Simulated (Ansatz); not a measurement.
## Response of NaI to small distortions

```
Na I
1.0
     0.00000    3.23640    3.23640
     3.23640    0.00000    3.23640
     3.23640    3.23640    0.00000
Na I
1 1
Direct
  0.00000 0.00000 0.00000
  0.50000 0.50000 0.50000
```

Atom numbers follow the list: Na1, I2.

The cell is COD entry 9008681, as deposited and not checked against the literature; nothing was relaxed.

No spin–orbit coupling, which matters for the heavy atoms here.

The calculation used Ansatz 0.2.0, DFT, LDA, all-electron LAPW, scalar-relativistic.

Settings: a Γ-centred 8×8×8 k mesh, Fermi–Dirac smearing of 0.02 eV, basis error target 1 meV/atom, no spin polarisation.

The unchanged cell is at -1.64 GPa.

x, y and z are the Cartesian axes of the cell as listed; fractional coordinates follow a strain, and an engineering shear is twice the off-diagonal strain component.

Q: With this change (equal xy, yz and zx engineering shear strains of -2 %), what becomes of the energy and stress and gap?

A: Energy change under 1 meV/atom; stress change (xx, yy, zz, yz, xz, xy) 0.00, 0.00, 0.00, 0.13, 0.13, 0.13 GPa, compression positive; gap on the k mesh 3.33 → 3.24 eV.

Q: With this change (equal xy, yz and zx engineering shear strains of -1 %), what becomes of the energy and stress and gap?

A: Energy change under 1 meV/atom; stress change (xx, yy, zz, yz, xz, xy) 0.00, 0.00, 0.00, 0.07, 0.07, 0.07 GPa, compression positive; gap on the k mesh 3.33 → 3.29 eV.

Q: With this change (equal xy, yz and zx engineering shear strains of +1 %), what becomes of the energy and stress and gap?

A: Energy change under 1 meV/atom; stress change (xx, yy, zz, yz, xz, xy) 0.00, 0.00, 0.00, -0.07, -0.07, -0.07 GPa, compression positive; gap on the k mesh 3.33 → 3.31 eV.

With equal xy, yz and zx engineering shear strains of +2 %: energy change under 1 meV/atom; stress change (xx, yy, zz, yz, xz, xy) 0.00, 0.00, 0.00, -0.14, -0.14, -0.14 GPa, compression positive; gap on the k mesh 3.33 → 3.28 eV.
